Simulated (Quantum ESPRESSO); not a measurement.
# ZrB2 (P6/mmm) in Quantum ESPRESSO: notebook

One crystal, ZrB2, is run at these levels: PBE, LDA, PBEsol; tasks: band structure.

All numbers are computed with Quantum ESPRESSO 7.5; they aren't measurements. Logs are shortened: lines on timing, memory, paths and dates and some standing lists are left out, and cuts for length are marked.

## 1. The crystal as given

The structure is hexagonal, space group P6/mmm (No. 191). Conventional cell: a = 3.170 Å, b = 3.170 Å, c = 3.533 Å, α = 90.00°, β = 90.00°, γ = 120.00°. Around Zr (site symmetry 6/mmm) lie 12 B at 2.54 Å. B (site symmetry -6m2) is surrounded by 3 B at 1.83 Å.

## 2. Band structure, PBE

Input file pw.in:

```
&CONTROL
  calculation = 'scf'
  prefix = 'pwscf'
  outdir = './tmp'
  pseudo_dir = './pseudo'
  tprnfor = .true.
  tstress = .true.
  disk_io = 'low'
/
&SYSTEM
  ibrav = 0
  celldm(1) = 8
  nat = 3
  ntyp = 2
  ecutwfc = 76
  nbnd = 15
  occupations = 'smearing'
  smearing = 'fd'
  degauss = 0.00367493
/
&ELECTRONS
  conv_thr = 6d-10
  electron_maxstep = 120
  mixing_beta = 0.5
/
ATOMIC_SPECIES
Zr    91.2240 Zr.upf
B     10.8100 B.upf
CELL_PARAMETERS alat
  0.7488039768830   0.0000000000000   0.0000000000000
 -0.3744019884415   0.6484832664362   0.0000000000000
  0.0000000000000   0.0000000000000   0.8345502997879
ATOMIC_POSITIONS crystal
Zr     0.0000000000    0.0000000000    0.0000000000
B      0.6666666667    0.3333333333    0.5000000000
B      0.3333333333    0.6666666667    0.5000000000
K_POINTS automatic
10 10 8 0 0 0
```

Input file bands.in:

```
&CONTROL
  calculation = 'bands'
  prefix = 'pwscf'
  outdir = './tmp'
  pseudo_dir = './pseudo'
  disk_io = 'low'
  verbosity = 'high'
/
&SYSTEM
  ibrav = 0
  celldm(1) = 8
  nat = 3
  ntyp = 2
  ecutwfc = 76
  nbnd = 15
  occupations = 'smearing'
  smearing = 'fd'
  degauss = 0.00367493
/
&ELECTRONS
  conv_thr = 1d-08
  electron_maxstep = 120
  mixing_beta = 0.5
  diago_full_acc = .true.
  startingwfc = 'random'
/
ATOMIC_SPECIES
Zr    91.2240 Zr.upf
B     10.8100 B.upf
CELL_PARAMETERS alat
  0.7488039768830   0.0000000000000   0.0000000000000
 -0.3744019884415   0.6484832664362   0.0000000000000
  0.0000000000000   0.0000000000000   0.8345502997879
ATOMIC_POSITIONS crystal
Zr     0.0000000000    0.0000000000    0.0000000000
B      0.6666666667    0.3333333333    0.5000000000
B      0.3333333333    0.6666666667    0.5000000000
K_POINTS crystal
60
 0.0000000000  0.0000000000  0.0000000000 1
 0.0714285714  0.0000000000  0.0000000000 1
 0.1428571429  0.0000000000  0.0000000000 1
 0.2142857143  0.0000000000  0.0000000000 1
 0.2857142857  0.0000000000  0.0000000000 1
 0.3571428571  0.0000000000  0.0000000000 1
 0.4285714286  0.0000000000  0.0000000000 1
 0.5000000000  0.0000000000  0.0000000000 1
 0.4583333333  0.0833333333  0.0000000000 1
 0.4166666667  0.1666666667  0.0000000000 1
 0.3750000000  0.2500000000  0.0000000000 1
 0.3333333333  0.3333333333  0.0000000000 1
 0.2916666667  0.2916666667  0.0000000000 1
 0.2500000000  0.2500000000  0.0000000000 1
 0.2083333333  0.2083333333  0.0000000000 1
 0.1666666667  0.1666666667  0.0000000000 1
 0.1250000000  0.1250000000  0.0000000000 1
 0.0833333333  0.0833333333  0.0000000000 1
 0.0416666667  0.0416666667  0.0000000000 1
 0.0000000000  0.0000000000  0.0000000000 1
 0.0000000000  0.0000000000  0.1000000000 1
 0.0000000000  0.0000000000  0.2000000000 1
 0.0000000000  0.0000000000  0.3000000000 1
 0.0000000000  0.0000000000  0.4000000000 1
 0.0000000000  0.0000000000  0.5000000000 1
 0.0714285714  0.0000000000  0.5000000000 1
 0.1428571429  0.0000000000  0.5000000000 1
 0.2142857143  0.0000000000  0.5000000000 1
 0.2857142857  0.0000000000  0.5000000000 1
 0.3571428571  0.0000000000  0.5000000000 1
 0.4285714286  0.0000000000  0.5000000000 1
 0.5000000000  0.0000000000  0.5000000000 1
 0.4583333333  0.0833333333  0.5000000000 1
 0.4166666667  0.1666666667  0.5000000000 1
 0.3750000000  0.2500000000  0.5000000000 1
 0.3333333333  0.3333333333  0.5000000000 1
 0.3000000000  0.3000000000  0.5000000000 1
 0.2666666667  0.2666666667  0.5000000000 1
 0.2333333333  0.2333333333  0.5000000000 1
 0.2000000000  0.2000000000  0.5000000000 1
 0.1666666667  0.1666666667  0.5000000000 1
 0.1333333333  0.1333333333  0.5000000000 1
 0.1000000000  0.1000000000  0.5000000000 1
 0.0666666667  0.0666666667  0.5000000000 1
 0.0333333333  0.0333333333  0.5000000000 1
 0.0000000000  0.0000000000  0.5000000000 1
 0.5000000000  0.0000000000  0.5000000000 1
 0.5000000000  0.0000000000  0.4166666667 1
 0.5000000000  0.0000000000  0.3333333333 1
 0.5000000000  0.0000000000  0.2500000000 1
 0.5000000000  0.0000000000  0.1666666667 1
 0.5000000000  0.0000000000  0.0833333333 1
 0.5000000000  0.0000000000  0.0000000000 1
 0.3333333333  0.3333333333  0.0000000000 1
 0.3333333333  0.3333333333  0.0833333333 1
 0.3333333333  0.3333333333  0.1666666667 1
 0.3333333333  0.3333333333  0.2500000000 1
 0.3333333333  0.3333333333  0.3333333333 1
 0.3333333333  0.3333333333  0.4166666667 1
 0.3333333333  0.3333333333  0.5000000000 1
```

Potentials or basis: PseudoDojo 0.4.1 SR PBE standard.

Run with:

```bash
$ OMP_NUM_THREADS=1 pw.x -in pw.in > pw.out
$ OMP_NUM_THREADS=1 pw.x -in bands.in > bands.out
```

pw.out:

```text
This program is part of the open-source Quantum ESPRESSO suite
     for quantum simulation of materials; please cite
[... 9 lines left out ...]
     --------------------
     sticks:   dense  smooth     PW     G-vecs:    dense   smooth      PW
     Sum         745     745    223                18541    18541    3027

     Using Slab Decomposition

     bravais-lattice index     =            0
     lattice parameter (alat)  =       8.0000  a.u.
     unit-cell volume          =     207.4863 (a.u.)^3
     number of atoms/cell      =            3
     number of atomic types    =            2
     number of electrons       =        18.00
     number of Kohn-Sham states=           15
     kinetic-energy cutoff     =      76.0000  Ry
     charge density cutoff     =     304.0000  Ry
     scf convergence threshold =      6.0E-10
     mixing beta               =       0.5000
     number of iterations used =            8  plain     mixing
     Exchange-correlation= PBE
                           (   1   4   3   4   0   0   0)

     celldm(1)=   8.000000  celldm(2)=   0.000000  celldm(3)=   0.000000
     celldm(4)=   0.000000  celldm(5)=   0.000000  celldm(6)=   0.000000

     crystal axes: (cart. coord. in units of alat)
               a(1) = (   0.748804   0.000000   0.000000 )
               a(2) = (  -0.374402   0.648483   0.000000 )
               a(3) = (   0.000000   0.000000   0.834550 )

     reciprocal axes: (cart. coord. in units 2 pi/alat)
               b(1) = (  1.335463  0.771030 -0.000000 )
               b(2) = (  0.000000  1.542060  0.000000 )
               b(3) = (  0.000000 -0.000000  1.198250 )

     PseudoPot. # 1 for Zr read from file:
     Zr.upf
     Pseudo is Norm-conserving + core correction, Zval = 12.0
     Generated using ONCVPSP code by D. R. Hamann
     Using radial grid of 1622 points,  6 beta functions with:
                l(1) =   0
                l(2) =   0
                l(3) =   1
                l(4) =   1
                l(5) =   2
                l(6) =   2

     PseudoPot. # 2 for B  read from file:
     B.upf
     Pseudo is Norm-conserving + core correction, Zval =  3.0
     Generated using ONCVPSP code by D. R. Hamann
     Using radial grid of 1534 points,  4 beta functions with:
                l(1) =   0
                l(2) =   0
                l(3) =   1
                l(4) =   1

     atomic species   valence    mass     pseudopotential
     Zr               12.00    91.22400     Zr( 1.00)
     B                 3.00    10.81000     B ( 1.00)

     24 Sym. Ops., with inversion, found

   Cartesian axes

     site n.     atom                  positions (alat units)
         1        Zr     tau(   1) = (   0.0000000   0.0000000   0.0000000  )
         2        B      tau(   2) = (   0.3744020   0.2161611   0.4172751  )
         3        B      tau(   3) = (  -0.0000000   0.4323222   0.4172751  )

     number of k points=    70  Fermi-Dirac smearing, width (Ry)=  0.0037
                       cart. coord. in units 2pi/alat
        k(    1) = (   0.0000000   0.0000000   0.0000000), wk =   0.0025000
        k(    2) = (   0.0000000   0.0000000   0.1497813), wk =   0.0050000
        k(    3) = (   0.0000000   0.0000000   0.2995625), wk =   0.0050000
        k(    4) = (   0.0000000   0.0000000   0.4493438), wk =   0.0050000
        k(    5) = (   0.0000000   0.0000000  -0.5991251), wk =   0.0025000
        k(    6) = (   0.0000000   0.1542060   0.0000000), wk =   0.0150000
[... 62 lines left out ...]
        k(   69) = (   0.4006389   0.6939269   0.4493438), wk =   0.0300000
        k(   70) = (   0.4006389   0.6939269  -0.5991251), wk =   0.0150000

     Dense  grid:    18541 G-vectors     FFT dimensions: (  36,  36,  40)

     Initial potential from superposition of free atoms

     starting charge      17.9971, renormalised to      18.0000
     Starting wfcs are   18 randomized atomic wfcs

     Self-consistent Calculation

     iteration #  1     ecut=    76.00 Ry     beta= 0.50
     Davidson diagonalization with overlap
     ethr =  1.00E-02,  avg # of iterations =  2.8

     total energy              =    -113.14908634 Ry
     estimated scf accuracy    <       0.25248110 Ry

     iteration #  2     ecut=    76.00 Ry     beta= 0.50
     Davidson diagonalization with overlap
     ethr =  1.40E-03,  avg # of iterations =  2.2
[... 36 lines left out ...]
     total energy              =    -113.22898319 Ry
     estimated scf accuracy    <          3.8E-09 Ry

     iteration #  8     ecut=    76.00 Ry     beta= 0.50
     Davidson diagonalization with overlap
     ethr =  2.11E-11,  avg # of iterations =  2.0

     End of self-consistent calculation

          k = 0.0000 0.0000 0.0000 (  2329 PWs)   bands (ev):

   -32.7788 -10.9618 -10.4160 -10.4160   3.1374  13.2350  13.2350  13.2883
    13.5175  19.2676  19.2676  20.0360  20.0360  20.7638  21.0481

          k = 0.0000 0.0000 0.1498 (  2329 PWs)   bands (ev):

   -32.7759 -11.0169 -10.4122 -10.4122   3.3659  12.0507  13.3820  13.3820
    14.6858  18.3053  18.3053  19.5750  19.5750  20.7849  22.3547
[... 108 lines left out ...]
   -32.6585 -11.2158 -11.0610 -10.5777   5.8728   8.9404  11.5962  12.0699
    13.5564  18.1717  20.1584  21.0778  21.6404  22.0686  24.3385

          k = 0.0000 0.6168-0.5991 (  2312 PWs)   bands (ev):

   -32.6558 -11.2066 -11.1039 -10.5723   5.8045   9.3054  11.4291  11.6143
    13.7189  19.4213  19.6026  20.3922  21.9460  22.6295  24.1027

          k = 0.0000-0.7710 0.0000 (  2294 PWs)   bands (ev):

   -32.6624 -11.3508 -10.7878 -10.6289   6.9072   7.3580  11.9717  12.8087
    13.1906  18.1127  18.1783  20.7855  20.8613  22.4150  23.5739

          k = 0.0000-0.7710 0.1498 (  2312 PWs)   bands (ev):

   -32.6599 -11.3416 -10.8318 -10.6234   7.0900   7.1247  12.3090  12.5024
    13.1698  17.6487  18.7366  20.8355  21.4922  22.3730  23.6486

          k = 0.0000-0.7710 0.2996 (  2330 PWs)   bands (ev):

   -32.6536 -11.3192 -10.9363 -10.6101   6.5526   7.7110  11.9065  12.8727
    13.0130  17.4169  20.0514  20.9619  22.1476  22.2655  23.7761

          k = 0.0000-0.7710 0.4493 (  2326 PWs)   bands (ev):

   -32.6473 -11.2966 -11.0384 -10.5967   6.1102   8.4566  11.4293  12.1769
    13.6210  18.2225  21.0974  21.4785  21.5379  22.1504  23.8386

          k = 0.0000-0.7710-0.5991 (  2336 PWs)   bands (ev):

   -32.6447 -11.2872 -11.0800 -10.5911   5.9457   8.8726  11.2541  11.7377
    13.8538  19.6087  19.9835  21.1565  22.1007  22.3357  23.8920

          k = 0.1335 0.2313 0.0000 (  2331 PWs)   bands (ev):

   -32.7479 -10.9158 -10.6743 -10.4815   3.7205  11.8479  12.9775  13.0184
    13.8638  18.2810  18.6770  19.1142  20.2054  22.3804  22.4948

          k = 0.1335 0.2313 0.1498 (  2332 PWs)   bands (ev):
[... 186 lines left out ...]
   -32.6350 -11.1009 -11.0132 -10.9283   6.8025   7.7476  10.6363  13.1527
    13.1613  19.6327  20.8369  21.0475  22.4974  22.7680  23.5239

          k = 0.4006 0.6939-0.5991 (  2324 PWs)   bands (ev):

   -32.6324 -11.0924 -11.0538 -10.9208   6.6796   7.6383  10.9655  13.1024
    13.1535  19.8797  21.5840  21.9514  22.0940  22.9277  22.9284

     the Fermi energy is    15.7868 ev

!    total energy              =    -113.22898319 Ry
     estimated scf accuracy    <          9.3E-11 Ry
     smearing contrib. (-TS)   =      -0.00020832 Ry
     internal energy E=F+TS    =    -113.22877487 Ry

     The total energy is F=E-TS. E is the sum of the following terms:
     one-electron contribution =      -3.89305243 Ry
     hartree contribution      =      12.38937300 Ry
     xc contribution           =     -25.13430747 Ry
     ewald contribution        =     -96.59078797 Ry

     convergence has been achieved in   8 iterations

     Forces acting on atoms (cartesian axes, Ry/au):

     atom    1 type  1   force =     0.00000000   -0.00000000    0.00000000
     atom    2 type  2   force =     0.00000000    0.00000000   -0.00000000
     atom    3 type  2   force =    -0.00000000   -0.00000000    0.00000000

     Total force =     0.000000     Total SCF correction =     0.000000

     Computing stress (Cartesian axis) and pressure

          total   stress  (Ry/bohr**3)                   (kbar)     P=        7.82
   0.00002431   0.00000000   0.00000000            3.58        0.00        0.00
   0.00000000   0.00002431   0.00000000            0.00        3.58        0.00
   0.00000000   0.00000000   0.00011091            0.00        0.00       16.32

=------------------------------------------------------------------------------=
   JOB DONE.
=------------------------------------------------------------------------------=
```

Run time: 55 s. Hardware: 1 thread of Arm Neoverse V2, shared host; peak memory 0.09 GiB.

What came out:

```
Free energy            : -1540.5588 eV
Pressure               : 0.8 GPa
Band gap on the k mesh : none (metal or under the smearing width)
```

Stress tensor (GPa, compression positive):
```
0.36 0.00 0.00
0.00 0.36 0.00
0.00 0.00 1.63
```

Levels at the corners of the path, in eV from the Fermi level:
```
point  band 6  band 7  band 8  band 9  band 10  band 11  band 12  band 13
    Γ   -2.55   -2.55   -2.50   -2.27     3.48     3.48     4.25     4.25
    M   -8.43   -3.82   -2.98   -2.60     2.33     2.39     5.00     5.07
    K   -7.70   -6.83   -2.37   -2.37     1.65     1.65     3.24     8.58
    Γ   -2.55   -2.55   -2.50   -2.27     3.48     3.48     4.25     4.25
    A   -6.88   -0.88   -0.88    0.42     0.42     0.86     0.86     1.91
    L   -6.91   -4.53   -4.05   -1.93     3.82     4.20     5.37     6.31
    H   -8.66   -4.85   -2.60   -2.60     4.17     6.10     6.10     6.64
    A   -6.88   -0.88   -0.88    0.42     0.42     0.86     0.86     1.91
    L   -6.91   -4.53   -4.05   -1.93     3.82     4.20     5.37     6.31
    M   -8.43   -3.82   -2.98   -2.60     2.33     2.39     5.00     5.07
    K   -7.70   -6.83   -2.37   -2.37     1.65     1.65     3.24     8.58
    H   -8.66   -4.85   -2.60   -2.60     4.17     6.10     6.10     6.64
```

[end of part 1 of 2]
